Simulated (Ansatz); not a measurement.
## KBr: what symmetry allows forces and stress to be

```xyz
2
Lattice="0.0463 3.2609 3.2675 3.2877 0.0195 3.2943 3.3072 3.3072 0.0000" Properties=species:S:1:pos:R:3 pbc="T T T"
K     0.0426    0.0426    0.0000
Br    3.2780    3.2512    3.2809
```

Method: DFT PBE, scalar-relativistic, plane waves, PAW (Ansatz 0.2.0).

Settings: cutoff 420 eV, Γ-centred mesh 6×6×6 on the computed 2-atom cell, Gaussian smearing of 0.02 eV; no spin polarisation.

This distorted cell has space group C2, with 2 operations.

Problem. Without a calculation: in which directions can each atom feel a force?

Solution. A force must be left unchanged by every operation that keeps its atom in place, so it lies in the space that those operations leave fixed. Atoms that the group maps onto each other feel forces of one size.
| atom | site symmetry | operations at the site | equivalent to atom | allowed force (Cartesian) |
| --- | --- | --- | --- | --- |
| K1 | 2 | 2 | 1 | along (0.71, 0.71, 0.00) |
| Br2 | 2 | 2 | 2 | along (0.71, 0.71, 0.00) |

That leaves 2 independent force components of 6, tied by 1 condition that the forces sum to zero, so 1 remains. A relaxation in this cell that keeps the symmetry moves the atoms in these directions alone.

Problem. And the stress tensor?

Solution. It must be invariant under the point group, which leaves 4 independent components: xx = yy. Further linear relations between components hold in this frame.

Problem. Do the computed values obey this?

Solution. Yes. Forces (eV/Å):
```
K1  -0.120 -0.120  0.000
Br2  0.120  0.120  0.000
```

Stress (GPa, compression positive, xx yy zz yz xz xy): 1.27 1.27 1.02 0.04 -0.04 -0.14. The program imposes the same operations on density, forces and stress, so this confirms the analysis and is no independent test of the calculation.